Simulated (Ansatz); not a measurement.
# Ga2O3: band gap under strain

Aim: follow the gap of Ga2O3, database structure through these states: +3.0 % strain along z alone. The table at the end shows which levels were run.

The runs shown are made with Ansatz 0.2.0. PAW datasets, plane waves. (Simulation; spin polarisation is off.)

### 1 The structure to begin with

The unstrained cell was relaxed with r2SCAN; in each strained cell the atoms were relaxed again with r2SCAN. Names of k-points are those of the unstrained zone, where strain can split equivalent points. First state: +3.0 % strain along z alone.

Space group C2/m (No. 12), monoclinic; a = 12.255 Å, b = 3.039 Å, c = 5.973 Å, β = 103.4° in the conventional setting, 10.82 Å³ an atom. Near Ga stand 6 O at 1.95–2.10 Å; near Ga stand 4 O at 1.84–1.89 Å; near O stand 3 Ga at 1.84–1.95 Å; near O stand 4 Ga at 1.89–2.10 Å; near O stand 3 Ga at 1.86–1.96 Å.

Structure file:

```cif
data_structure
_symmetry_space_group_name_H-M 'C2/m'
_symmetry_Int_Tables_number 12
_cell_length_a 12.2548
_cell_length_b 3.0391
_cell_length_c 5.9728
_cell_angle_alpha 90.000
_cell_angle_beta 103.420
_cell_angle_gamma 90.000
_cell_volume 216.38
loop_
_atom_site_label
_atom_site_type_symbol
_atom_site_symmetry_multiplicity
_atom_site_Wyckoff_symbol
_atom_site_fract_x
_atom_site_fract_y
_atom_site_fract_z
_atom_site_occupancy
Ga1 Ga 4 i 0.34208 0.00000 0.68333 1
Ga2 Ga 4 i 0.40709 0.50000 0.20030 1
O1 O 4 i 0.00553 0.50000 0.74487 1
O2 O 4 i 0.32646 0.50000 0.43482 1
O3 O 4 i 0.16271 0.00000 0.11135 1
```

From earlier runs on the unstrained cell: PBE 2.37 eV, r2SCAN 3.02 eV, HSE06 4.18 eV; a = 12.255 Å, b = 3.039 Å, c = 5.808 Å, β = 103.8°.

### 2 +3.0 % strain along z alone: PBE

The input, input.yaml:

```yaml
crystal:
  lattice:
    - [6.1274132876, -1.5195579568, -0.002691775]
    - [6.1274132876, 1.5195579568, -0.002691775]
    - [-1.3836386898, 0.0, 5.810316076]
  atoms:
    - { symbol: Ga, position: [0.3420812442, 0.3420812442, 0.6833318134] }
    - { symbol: Ga, position: [0.6579187558, 0.6579187558, 0.3166681866] }
    - { symbol: Ga, position: [0.9070879164, 0.9070879164, 0.2003000248] }
    - { symbol: Ga, position: [0.0929120836, 0.0929120836, 0.7996999752] }
    - { symbol: O, position: [0.5055298793, 0.5055298793, 0.744866148] }
    - { symbol: O, position: [0.4944701207, 0.4944701207, 0.255133852] }
    - { symbol: O, position: [0.8264575178, 0.8264575178, 0.4348198589] }
    - { symbol: O, position: [0.1735424822, 0.1735424822, 0.5651801411] }
    - { symbol: O, position: [0.162711629, 0.162711629, 0.1113498303] }
    - { symbol: O, position: [0.837288371, 0.837288371, 0.8886501697] }
kpoints:
  mp_grid: { grid: [8, 8, 4] }
  band_path:
    path:
      - [0.0, 0.0, 0.0]
      - [-0.266303588, 0.266303588, 0.0]
      - [-0.733696412, -0.266303588, 0.0]
      - [-0.5, -0.5, 0.0]
      - [-0.5, -0.5, 0.5]
      - [-0.7419050365, -0.2580949635, 0.5]
      - [-0.2580949635, 0.2580949635, 0.5]
      - [0.0, 0.0, 0.5]
      - [-0.5, 0.0, 0.5]
      - [0.442708, -0.447917, -0.5]
    npoints: 1
hamiltonian:
  xc: pbe
scf:
  occupations: { method: fermi_dirac, width: 0.02 }
  n_extra_bands: 6
output:
  forces: true
  stress: true
  eigenvalues: true
```

Launch:

```sh
> ansatz run input.yaml --threads 2 --pin off --max-ram 29491MiB --backend cpu --events-out ev --progress --plain --runs-dir out
```

Further steps of the session: +3.0 % strain along z alone: r2SCAN; +3.0 % strain along z alone: HSE06.

**Question.** What will these runs give?

As calculated:

Least gap in eV (negative: overlap), with the change from the unstrained cell in brackets:

| state | volume change (%) | PBE | r2SCAN | HSE06 |
| --- | --- | --- | --- | --- |
| +3.0 % strain along z alone | +3.0 | 2.10 (-0.27) | 2.75 (-0.27) | 3.89 (-0.29) |

What this shows: The HSE06 gap moves by -0.289 eV under +3.0 % strain along z alone. PBE and HSE06 differ by 1.81 eV on the unstrained gap, and by at most 0.02 eV on its change: PBE follows the response to strain far better than the gap itself.
